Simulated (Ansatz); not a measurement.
**CoO under changes of volume**

One of the cells (9.684 Å³/atom); the others are scaled copies at fixed shape and fractional positions:

```
Co O
1.0
     0.00000    2.13150    2.13150
     2.13150    0.00000    2.13150
     2.13150    2.13150    0.00000
Co O
1 1
Direct
  0.00000 0.00000 0.00000
  0.50000 0.50000 0.50000
```

```yaml
Program: Ansatz 0.2.0
Functional: PBE
Potentials_or_basis: PseudoDojo standard (PBE files) with Ansatz NC
Cutoff: "1306 eV (not typed: the program's choice for these potentials)"
k_mesh: 11 × 11 × 11
Occupations: fermi-dirac, width 0.05 eV
Spin: collinear spin, ferromagnetic start
Starting_moments: "[2.0, 0.0] μB"
```

```csv
volume (Å³/atom),energy over the lowest point (meV/atom),pressure (GPa),moment (μB per cell)
9.103,14.94,10.3,2.89
9.297,5.16,6.0,2.94
9.490,?,?,?
9.684,0.00,-1.6,2.99
9.878,4.13,-5.0,2.99
10.071,12.23,-8.0,3.00
10.265,23.88,-10.8,3.00
```

Question: What does the run at 9.490 Å³/atom give?

Answer: Energy over the lowest point 0.24 meV/atom; pressure 2.1 GPa; moment 2.97 μB per cell.

Worked out: A Birch-Murnaghan fit of order 3 (a polynomial in V^(-2/3)) to the other rows has its minimum at 9.60 Å³/atom with B0 = V·E''(V) = 182 GPa (rough, since the energies scatter). It gives 0.28 meV/atom at 9.490 Å³/atom, against the run's 0.24, and -dE/dV = 2.1 GPa, against 2.1. A parabola through the other rows of the moment, of slope 0.134 μB per Å³/atom there, gives 2.96 μB, against the run's 2.97.

Energies are extrapolated to zero smearing.

Caveats: a cell with one magnetic atom can't hold antiferromagnetic order, which such compounds often take.
